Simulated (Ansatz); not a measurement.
Input and command of a plane-wave DFT calculation in Ansatz:

```yaml
crystal:
  lattice:
    - [1.2324394249, 0.7115492337, 7.0386793458]
    - [-1.2324394249, 0.7115492337, 7.0386793458]
    - [0.0, -1.4230984675, 7.0386793458]
  atoms:
    - { symbol: C, position: [0.0811523517, 0.0811523517, 0.0811523517] }
    - { symbol: C, position: [0.9188476483, 0.9188476483, 0.9188476483] }
    - { symbol: C, position: [0.2521616043, 0.2521616043, 0.2521616043] }
    - { symbol: C, position: [0.7478383957, 0.7478383957, 0.7478383957] }
basis:
  ecutwfc: 420
kpoints:
  mp_grid: { grid: [18, 18, 18] }
hamiltonian:
  xc: pbe
  dispersion: d3bj
scf:
  occupations: { method: gaussian, width: 0.03 }
output:
  forces: true
  stress: true
  eigenvalues: true
```

```bash
ansatz run input.yaml --threads 2 --pin off --max-ram 5120MiB --backend cpu --events-out ev --progress --plain --runs-dir out
```

Processor: Intel(R) Xeon(R) Processor @ 2.70GHz, 2 threads, on a host shared with other jobs.

Problem. Estimate time, memory and problem size.

Solution. About 7.5 s on 2 threads of Intel(R) Xeon(R) Processor @ 2.70GHz, on a shared host, peak memory 0.52 GiB. It solves 12 bands at 580 k points (the mesh reduced by the symmetry that the task leaves, which can be less than the crystal's) with about 701 plane waves, in 6 SCF iterations.
